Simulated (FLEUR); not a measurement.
# TePb (Fm-3m) in FLEUR: a series of runs

One crystal, TePb, is run at these levels: LDA (Wigner correlation); tasks: band structure, equation of state.

Everything below comes from runs of FLEUR MaX-R8.1 (later development tree). Logs are shortened: lines on timing, memory, paths and dates and some standing lists are left out, and cuts for length are marked.

**Experimental background.**

A printed reference work, monograph reports, for a bulk crystal of TePb at 4.2 K: band gap 0.19 eV (direct).

How close the calculation comes is told below.

### Step 1. Starting point

The structure is cubic, space group Fm-3m (No. 225). Conventional cell: a = 6.462 Å, b = 6.462 Å, c = 6.462 Å, α = 90.00°, β = 90.00°, γ = 90.00°. Pb (site symmetry m-3m) has 6 Te at 3.23 Å as nearest neighbours. Te (site symmetry m-3m) is surrounded by 6 Pb at 3.23 Å.

### Step 2. Band structure, LDA (Wigner correlation)

The input, inp.xml:

```xml
<?xml version="1.0" encoding="UTF-8" standalone="no"?>
<fleurInput fleurInputVersion="0.39">
   <comment>
      TePb                                                                                                
   </comment>
   <calculationSetup>
      <cutoffs Kmax="4.1" Gmax="12.7" GmaxXC="12.7" numbands="0"/>
      <scfLoop itmax="60" minDistance="0.00001" maxIterBroyd="15" imix="Anderson" alpha="0.05" precondParam="0.0" spinf="2.0" sdNocoIR="T"/>
      <coreElectrons ctail="T" frcor="F" kcrel="0" coretail_lmax="0"/>
      <xcFunctional name="wign" relativisticCorrections="F"/>
      <magnetism jspins="1"/>
      <soc l_soc="F" theta="0.0" phi="0.0" spav="F"/>
      <expertModes spex="0" secvar="F"/>
      <geometryOptimization l_f="F" forcealpha="1.0" forcemix="BFGS" epsdisp="0.00001" epsforce="0.00001"/>
      <ldaU l_linMix="F" mixParam="0.05" spinf="1.0"/>
   </calculationSetup>
   <cell>
      <bzIntegration valenceElectrons="42.0" mode="hist" fermiSmearingEnergy="0.00183747">
         <kPointListSelection listName="default-1"/>
         <!-- k-points included here -->
         <xi:include xmlns:xi="http://www.w3.org/2001/XInclude" href="kpts.xml"> </xi:include>
      </bzIntegration>
      <!-- symmetry operations included here -->
      <xi:include xmlns:xi="http://www.w3.org/2001/XInclude" href="sym.xml"> </xi:include>
      <bulkLattice scale="1.0">
         <bravaisMatrix>
            <row-1>    0.0000000000000000     6.1057051085825993     6.1057051085825993</row-1>
[... 34 lines left out ...]
         <lo type="SCLO" l="2" n="4" eDeriv="0"/>
         <lo type="SCLO" l="2" n="4" eDeriv="1"/>
         <lo type="SCLO" l="0" n="5" eDeriv="2"/>
         <lo type="SCLO" l="3" n="4" eDeriv="2"/>
      </species>
   </atomSpecies>
   <atomGroups>
      <atomGroup species="Lead (Pb)">
         <relPos label="                   1">.0000000000 .0000000000 .0000000000</relPos>
         <force calculate="T" relaxXYZ="TTT"/>
      </atomGroup>
      <atomGroup species="Tellurium (Te)">
         <relPos label="                   2">1.000/2.000 1.000/2.000 1.000/2.000</relPos>
         <force calculate="T" relaxXYZ="TTT"/>
      </atomGroup>
   </atomGroups>
   <output dos="F" band="F" slice="F">
      <checks vchk="F" cdinf="F"/>
      <bandDOS minEnergy="-.5*Htr" maxEnergy="0.5*Htr" sigma="0.015" storeEVData="T"/>
      <vacuumDOS vacdos="F" integ="F" star="F" nstars="0" locx1="0.0" locy1="0.0" locx2="0.0" locy2="0.0" nstm="0" tworkf="0.0"/>
      <unfoldingBand unfoldBand="F" supercellX="1" supercellY="1" supercellZ="1"/>
      <plotting iplot="0" polar="F">
         <plot TwoD="T" vec1="  1.0  0.0  0.0" vec2="  0.0  1.0  0.0" vec3="  0.0  0.0  1.0" zero="  0.0  0.0  0.0" file="plot"/>
      </plotting>
      <chargeDensitySlicing numkpt="0" minEigenval="0.0" maxEigenval="0.0" nnne="0" pallst="F"/>
      <specialOutput eonly="F"/>
      <moessbauerParams electricFieldGradient="T" isomerShift="T" coreHyperfine="T" valenceHyperfine="T"/>
      <magneticCircularDichroism mcd="F" energyLo="-10.0" energyUp="0.0"/>
   </output>
  <!-- We include the file relax.xml here to enable relaxations (see documentation) -->
  <xi:include xmlns:xi="http://www.w3.org/2001/XInclude" href="relax.xml"> <xi:fallback/> </xi:include>
</fleurInput>
```

The input, crystal.txt:

```
TePb
&input cartesian=F /
0.0000000000  3.2310000000  3.2310000000
3.2310000000  0.0000000000  3.2310000000
3.2310000000  3.2310000000  0.0000000000
1.8897261246
1.0 1.0 1.0

2
82 0.0000000000  0.0000000000  0.0000000000
52 0.5000000000  0.5000000000  0.5000000000

&kpt div1=7 div2=7 div3=7 gamma=T /
```

The input, inp.xml (bands):

```
<?xml version="1.0" encoding="UTF-8" standalone="no"?>
<fleurInput fleurInputVersion="0.39">
   <comment>
      TePb                                                                                                
   </comment>
   <calculationSetup>
      <cutoffs Kmax="4.1" Gmax="12.7" GmaxXC="12.7" numbands="0"/>
      <scfLoop itmax="60" minDistance="0.00001" maxIterBroyd="15" imix="Anderson" alpha="0.05" precondParam="0.0" spinf="2.0" sdNocoIR="T"/>
      <coreElectrons ctail="T" frcor="F" kcrel="0" coretail_lmax="0"/>
      <xcFunctional name="wign" relativisticCorrections="F"/>
      <magnetism jspins="1"/>
      <soc l_soc="F" theta="0.0" phi="0.0" spav="F"/>
      <expertModes spex="0" secvar="F"/>
      <geometryOptimization l_f="F" forcealpha="1.0" forcemix="BFGS" epsdisp="0.00001" epsforce="0.00001"/>
      <ldaU l_linMix="F" mixParam="0.05" spinf="1.0"/>
   </calculationSetup>
   <cell>
      <bzIntegration valenceElectrons="42.0" mode="hist" fermiSmearingEnergy="0.00183747">
         <kPointListSelection listName="path-1"/>
         <!-- k-points included here -->
         <xi:include xmlns:xi="http://www.w3.org/2001/XInclude" href="kpts.xml"> </xi:include>
      </bzIntegration>
      <!-- symmetry operations included here -->
      <xi:include xmlns:xi="http://www.w3.org/2001/XInclude" href="sym.xml"> </xi:include>
      <bulkLattice scale="1.0">
         <bravaisMatrix>
[... 33 lines left out ...]
         <lo type="SCLO" l="1" n="4" eDeriv="0"/>
         <lo type="SCLO" l="1" n="4" eDeriv="1"/>
         <lo type="SCLO" l="2" n="4" eDeriv="0"/>
         <lo type="SCLO" l="2" n="4" eDeriv="1"/>
         <lo type="SCLO" l="0" n="5" eDeriv="2"/>
         <lo type="SCLO" l="3" n="4" eDeriv="2"/>
      </species>
   </atomSpecies>
   <atomGroups>
      <atomGroup species="Lead (Pb)">
         <relPos label="                   1">.0000000000 .0000000000 .0000000000</relPos>
         <force calculate="T" relaxXYZ="TTT"/>
      </atomGroup>
      <atomGroup species="Tellurium (Te)">
         <relPos label="                   2">1.000/2.000 1.000/2.000 1.000/2.000</relPos>
         <force calculate="T" relaxXYZ="TTT"/>
      </atomGroup>
   </atomGroups>
   <output dos="F" band="T" slice="F">
      <checks vchk="F" cdinf="F"/>
      <bandDOS minEnergy="-.5*Htr" maxEnergy="0.5*Htr" sigma="0.015" storeEVData="T"/>
      <vacuumDOS vacdos="F" integ="F" star="F" nstars="0" locx1="0.0" locy1="0.0" locx2="0.0" locy2="0.0" nstm="0" tworkf="0.0"/>
      <unfoldingBand unfoldBand="F" supercellX="1" supercellY="1" supercellZ="1"/>
      <plotting iplot="0" polar="F">
         <plot TwoD="T" vec1="  1.0  0.0  0.0" vec2="  0.0  1.0  0.0" vec3="  0.0  0.0  1.0" zero="  0.0  0.0  0.0" file="plot"/>
      </plotting>
      <chargeDensitySlicing numkpt="0" minEigenval="0.0" maxEigenval="0.0" nnne="0" pallst="F"/>
      <specialOutput eonly="F"/>
      <moessbauerParams electricFieldGradient="T" isomerShift="T" coreHyperfine="T" valenceHyperfine="T"/>
      <magneticCircularDichroism mcd="F" energyLo="-10.0" energyUp="0.0"/>
   </output>
  <!-- We include the file relax.xml here to enable relaxations (see documentation) -->
  <xi:include xmlns:xi="http://www.w3.org/2001/XInclude" href="relax.xml"> <xi:fallback/> </xi:include>
</fleurInput>
```

Potentials or basis: all-electron, FLAPW.

Command:

```sh
> inpgen -f crystal.txt -profile fastHighL
> # inp.xml edited to the form shown
> fleur_MPI
> fleur_MPI   # second run, on inp.xml (bands)
```

What it wrote:

```text
Welcome to FLEUR        (www.flapw.de)
      MaX-Release 8.1          (www.max-centre.eu)

 ========== k-point set info ==========
 Selected k-point list: default-1
 k-point list type: mesh
 7 x 7 x 7
 Number of k points: 20

 ------------Calculation Setup---------------------------
 Number of MPI-tasks      :            1
 Number of PE/node        :            1
 Number of OMP-threads    :            1
 Most efficient MPI parallelization for:
           1           2           4           5          10          20
 Additional eigenvalue parallelization possible
 Number of basis functions:          625
 Approximate size of matrices (H+S) per k-point:         0.006 GB
 --------------------------------------------------------
 Iteration:     1   Distance:       8.43056719 me/bohr^3
 Iteration:     2   Distance:       7.89907601 me/bohr^3
 Iteration:     3   Distance:       3.23878800 me/bohr^3
 Iteration:     4   Distance:       0.96271169 me/bohr^3
 Iteration:     5   Distance:       0.67098986 me/bohr^3
 Iteration:     6   Distance:       0.05867317 me/bohr^3
 Iteration:     7   Distance:       0.05199376 me/bohr^3
 Iteration:     8   Distance:       0.01358230 me/bohr^3
 Iteration:     9   Distance:       0.00450423 me/bohr^3
 Iteration:    10   Distance:       0.00372719 me/bohr^3
 Iteration:    11   Distance:       0.00040870 me/bohr^3
 Iteration:    12   Distance:       0.00008976 me/bohr^3
 Iteration:    13   Distance:       0.00006627 me/bohr^3
 Iteration:    14   Distance:       0.00000844 me/bohr^3

 ********************************************************************
 Run finished successfully
 Stop message:
   all done
 ********************************************************************
```

output (bands):

```text
Welcome to FLEUR        (www.flapw.de)
      MaX-Release 8.1          (www.max-centre.eu)

 ========== k-point set info ==========
 Selected k-point list: path-1
 k-point list type: path
 Number of k points: 60

 ------------Calculation Setup---------------------------
 Number of MPI-tasks      :            1
 Number of PE/node        :            1
 Number of OMP-threads    :            1
 Most efficient MPI parallelization for:
           1           2           3           4           5           6          10          12          15          20          30          60
 Additional eigenvalue parallelization possible
 Number of basis functions:          628
 Approximate size of matrices (H+S) per k-point:         0.006 GB
 --------------------------------------------------------
 Fermi energy correction for insulators:
 No automatic correction of the Fermi energy has been performed.

 Note: Band structure data (together with different weights) is also stored in the banddos.hdf file.
       A convenient way of extracting and plotting the data from that file is by making use of the

 ********************************************************************
 Run finished successfully
 Stop message:
   Charge density postprocessing done.
 ********************************************************************
```

out.xml (last iteration):

```text
<iteration numberForCurrentRun="   14" overallNumber="   14">
         <energyParameters units="Htr">
            <atomicEP atomType="1" spin="1" branch="6s" branchLowest="-4.90" branchHighest="0.53" value="-0.0983208028"/>
            <atomicEP atomType="1" spin="1" branch="6p" branchLowest="-2.75" branchHighest="1.37" value="0.1824079949"/>
            <atomicEP atomType="1" spin="1" branch="5d" branchLowest="-14.32" branchHighest="-0.32" value="-0.3495590017"/>
            <atomicEP atomType="1" spin="1" branch="5f" branchLowest="-4.48" branchHighest="1.83" value="0.5210241840"/>
            <loAtomicEP atomType="1" spin="1" branch="5p" branchLowest="-23.23" branchHighest="-2.75" value="-2.8159935571"/>
            <loAtomicEP atomType="1" spin="1" branch="5p" branchLowest="-23.23" branchHighest="-2.75" value="-2.8159935571"/>
            <loAtomicEP atomType="1" spin="1" branch="6s" branchLowest="-4.90" branchHighest="0.53" value="-0.0983208028"/>
            <loAtomicEP atomType="1" spin="1" branch="5d" branchLowest="-14.32" branchHighest="-0.32" value="-0.3811431731"/>
            <loAtomicEP atomType="1" spin="1" branch="5f" branchLowest="-4.48" branchHighest="1.83" value="0.5210117384"/>
            <atomicEP atomType="2" spin="1" branch="5s" branchLowest="-5.59" branchHighest="0.29" value="-0.1776996943"/>
            <atomicEP atomType="2" spin="1" branch="5p" branchLowest="-3.76" branchHighest="0.92" value="0.1247559804"/>
            <atomicEP atomType="2" spin="1" branch="5d" branchLowest="-1.09" branchHighest="2.01" value="0.3737459748"/>
            <atomicEP atomType="2" spin="1" branch="4f" branchLowest="-9.99" branchHighest="1.53" value="0.5317872284"/>
            <loAtomicEP atomType="2" spin="1" branch="4p" branchLowest="-29.05" branchHighest="-3.76" value="-3.7679660521"/>
            <loAtomicEP atomType="2" spin="1" branch="4p" branchLowest="-29.05" branchHighest="-3.76" value="-3.7679660521"/>
            <loAtomicEP atomType="2" spin="1" branch="4d" branchLowest="-20.12" branchHighest="-1.09" value="-1.0945908954"/>
            <loAtomicEP atomType="2" spin="1" branch="4d" branchLowest="-20.12" branchHighest="-1.09" value="-1.0945908954"/>
            <loAtomicEP atomType="2" spin="1" branch="5s" branchLowest="-5.59" branchHighest="0.29" value="-0.1776996943"/>
            <loAtomicEP atomType="2" spin="1" branch="4f" branchLowest="-9.99" branchHighest="1.53" value="0.5317873272"/>
         </energyParameters>
         <eigenvalues>
            <eigenvaluesAt spin="1" ikpt="1" k_x="0.00000000" k_y="0.00000000" k_z="0.00000000">
                      -3.7562477277       -3.7562477277       -3.7562477277       -2.7502335587       -2.7502335587
                      -2.7502335587       -1.0978843798       -1.0978843798       -1.0976330130       -1.0976330130
                      -1.0976330130       -0.3850200482       -0.3850200482       -0.3845253546       -0.3845253546
                      -0.3845253546       -0.2273633200        0.0078838739        0.1670809344        0.1670809344
                       0.1670809344        0.3629876984        0.3629876984        0.3629876984        0.4282203635
                       0.4282203635        0.4282203635        0.4789918434        0.4890681229        0.5134468111
                       0.5134468111        0.8834466524        0.8834466524
            </eigenvaluesAt>
            <eigenvaluesAt spin="1" ikpt="2" k_x="0.00000000" k_y="0.00000000" k_z="0.14285714">
[... 75 lines left out ...]
               <shell n="1" l="0" isomerShift="2447006.54506"/>
               <shell n="2" l="0" isomerShift="377600.85284"/>
               <shell n="2" l="1" isomerShift="29984.79562"/>
               <shell n="3" l="0" isomerShift="87282.87067"/>
               <shell n="3" l="1" isomerShift="7786.03868"/>
               <shell n="4" l="0" isomerShift="22634.15939"/>
               <shell n="3" l="2" isomerShift="0.00327"/>
               <shell n="4" l="1" isomerShift="1995.32898"/>
               <shell n="4" l="2" isomerShift="0.00091"/>
               <shell n="4" l="3" isomerShift="0.00000"/>
               <shell n="5" l="0" isomerShift="4879.62532"/>
            </coreIsomerShift>
            <coreIsomerShift atomType="2" isTotal="231260.88853">
               <shell n="1" l="0" isomerShift="200862.44360"/>
               <shell n="2" l="0" isomerShift="23910.25924"/>
               <shell n="2" l="1" isomerShift="630.25028"/>
               <shell n="3" l="0" isomerShift="4720.36050"/>
               <shell n="3" l="1" isomerShift="135.04685"/>
               <shell n="4" l="0" isomerShift="1002.52803"/>
               <shell n="3" l="2" isomerShift="0.00003"/>
            </coreIsomerShift>
            <isomerShift atomType="1" nucleusRadius="0.0001398" averageDensity="2979753.69266"/>
            <isomerShift atomType="2" nucleusRadius="0.0001189" averageDensity="231380.86599"/>
            <electricFieldGradient atomType="1" VXX="0.00000" VYY="0.00000" VZZ="0.00000" asymParam="0.00000">
            </electricFieldGradient>
            <electricFieldGradient atomType="2" VXX="0.00000" VYY="0.00000" VZZ="0.00000" asymParam="0.00000">
            </electricFieldGradient>
         </moessbauerParams>
         <totalEnergy                                    value="   -27701.8738000176" units="Htr">
            <sumOfEigenvalues                            value="   -17058.6144063846">
               <coreElectrons value="-17005.1121180509"/>
               <valenceElectrons value="-53.5022883337"/>
            </sumOfEigenvalues>
            <densityCoulombPotentialIntegral value="-47858.3292370651"/>
            <densityEffectivePotentialIntegral value="-48579.8915635470"/>
            <chargeDenXCDenIntegral value="-542.9030176410"/>
            <FockExchangeEnergyValence value="0.0000000000"/>
            <FockExchangeEnergyCore value="0.0000000000"/>
            <atomTypeDependentContributions atomType="1">
               <electronNucleiInteractionDifferentMTs value="26451.2438343068"/>
               <MadelungTerm value="-39.6457205567"/>
            </atomTypeDependentContributions>
            <atomTypeDependentContributions atomType="2">
               <electronNucleiInteractionDifferentMTs value="8235.9001062548"/>
               <MadelungTerm value="-24.2936598882"/>
            </atomTypeDependentContributions>
            <tkbTimesEntropy value="0.0000000000"/>
            <freeEnergy value="-27701.8738000176"/>
            <extrapolationTo0K value="-27701.8738000176"/>
         </totalEnergy>
         <densityConvergence units="me/bohr^3">
            <chargeDensity spin="1" distance="0.0000084369"/>
         </densityConvergence>
      </iteration>
```

Wall time 48 s (1 thread of Arm Neoverse V1, shared host); peak memory 0.06 GiB.

What came out:

```yaml
Free_energy: -753806.3877 eV
Band_gap_along_the_path: 0.60 eV, direct
Valence_electrons_inside_the_program's_atomic_spheres: Pb 17.93; Te 20.12 (radii Pb 2.66, Te 2.66 bohr)
```

Levels at the corners of the path, in eV from the Fermi level:
| point | band 17 | band 18 | band 19 | band 20 | band 21 | band 22 | band 23 | band 24 | band 25 | band 26 |
| --- | --- | --- | --- | --- | --- | --- | --- | --- | --- | --- |
| Γ | -11.95 | -5.55 | -1.21 | -1.21 | -1.21 | 4.12 | 4.12 | 4.12 | 5.89 | 5.89 |
| X | -10.25 | -7.22 | -4.42 | -2.69 | -2.69 | 3.31 | 5.53 | 5.53 | 6.75 | 10.48 |
| W | -10.09 | -7.91 | -3.70 | -3.70 | -0.21 | 1.70 | 5.27 | 5.27 | 6.90 | 6.90 |
| K | -10.16 | -7.89 | -4.04 | -2.19 | -1.99 | 3.63 | 3.87 | 5.16 | 5.99 | 8.91 |
| Γ | -11.95 | -5.55 | -1.21 | -1.21 | -1.21 | 4.12 | 4.12 | 4.12 | 5.89 | 5.89 |
| L | -10.51 | -8.52 | -0.74 | -0.74 | 0.12 | 0.72 | 1.32 | 1.32 | 8.35 | 9.32 |
| U | -10.16 | -7.89 | -4.04 | -2.19 | -1.99 | 3.63 | 3.87 | 5.16 | 5.99 | 8.91 |
| W | -10.09 | -7.91 | -3.70 | -3.70 | -0.21 | 1.70 | 5.27 | 5.27 | 6.90 | 6.90 |
| L | -10.51 | -8.52 | -0.74 | -0.74 | 0.12 | 0.72 | 1.32 | 1.32 | 8.35 | 9.32 |
| K | -10.16 | -7.89 | -4.04 | -2.19 | -1.99 | 3.63 | 3.87 | 5.16 | 5.99 | 8.91 |
| U | -10.16 | -7.89 | -4.04 | -2.19 | -1.99 | 3.63 | 3.87 | 5.16 | 5.99 | 8.91 |
| X | -10.25 | -7.22 | -4.42 | -2.69 | -2.69 | 3.31 | 5.53 | 5.53 | 6.75 | 10.48 |

Core levels (eV from the Fermi level):
| atom | levels |
| --- | --- |
| 1 Pb | 1s1/2 -87907.6, 2s1/2 -15706.7, 2p1/2 -15086.3, 2p3/2 -12898.6, 3s1/2 -3765.7, 3p1/2 -3485.4, 3p3/2 -2997.4, 4s1/2 -847.9, 3d3/2 -2535.6, 3d5/2 -2431.7, 4p1/2 -726.7, 4p3/2 -607.0, 4d3/2 -409.3, 4d5/2 -386.9, 4f5/2 -130.7, 4f7/2 -125.6, 5s1/2 -139.0 |
| 2 Te | 1s1/2 -31564.5, 2s1/2 -4834.5, 2p1/2 -4531.4, 2p3/2 -4257.3, 3s1/2 -956.6, 3p1/2 -831.8, 3p3/2 -780.8, 4s1/2 -157.8, 3d3/2 -559.8, 3d5/2 -549.1 |

Caveat: this odd mesh misses L, where the gap lies, so gap, dielectric constants and Born charges aren't listed; spin-orbit coupling is left out, which moves the levels of the heavy elements.

### Step 3. Equation of state, LDA (Wigner correlation), 31.71 Å³/atom (volume scaled by 0.94)

Changes to inp.xml since step 2:

```diff
@@ -24,3 +24,3 @@
       <xi:include xmlns:xi="http://www.w3.org/2001/XInclude" href="sym.xml"> </xi:include>
-      <bulkLattice scale="1.0">
+      <bulkLattice scale="0.9795861087">
          <bravaisMatrix>
```

Potentials or basis: all-electron, FLAPW.

Command:

```sh
> inpgen -f crystal.txt -profile fastHighL
> # inp.xml edited to the form shown
> fleur_MPI
```

It took 36 s on 1 thread of Arm Neoverse V1, shared host; peak memory 0.08 GiB.

Results (log left out):

```
Free energy                                           : -753806.3542 eV
Valence electrons inside the program's atomic spheres : Pb 17.98; Te 20.15 (radii Pb 2.66, Te 2.66 bohr)
```

Caveat: this odd mesh misses L, where the gap lies, so gap, dielectric constants and Born charges aren't listed.

### Step 4. Equation of state, LDA (Wigner correlation), 32.38 Å³/atom (volume scaled by 0.96)

Changes to inp.xml since step 3:

```diff
@@ -24,3 +24,3 @@
       <xi:include xmlns:xi="http://www.w3.org/2001/XInclude" href="sym.xml"> </xi:include>
-      <bulkLattice scale="0.9795861087">
+      <bulkLattice scale="0.9864848297">
          <bravaisMatrix>
```

Command:

```sh
> inpgen -f crystal.txt -profile fastHighL
> # inp.xml edited to the form shown
> fleur_MPI
```

It took 37 s on 1 thread of Arm Neoverse V1, shared host; peak memory 0.08 GiB.

The run converged. Its results:

* Free energy: -753806.3744 eV
* Valence electrons inside the program's atomic spheres: Pb 17.97; Te 20.14 (radii Pb 2.66, Te 2.66 bohr)

Caveat: this odd mesh misses L, where the gap lies, so gap, dielectric constants and Born charges aren't listed.

[end of part 1 of 2]
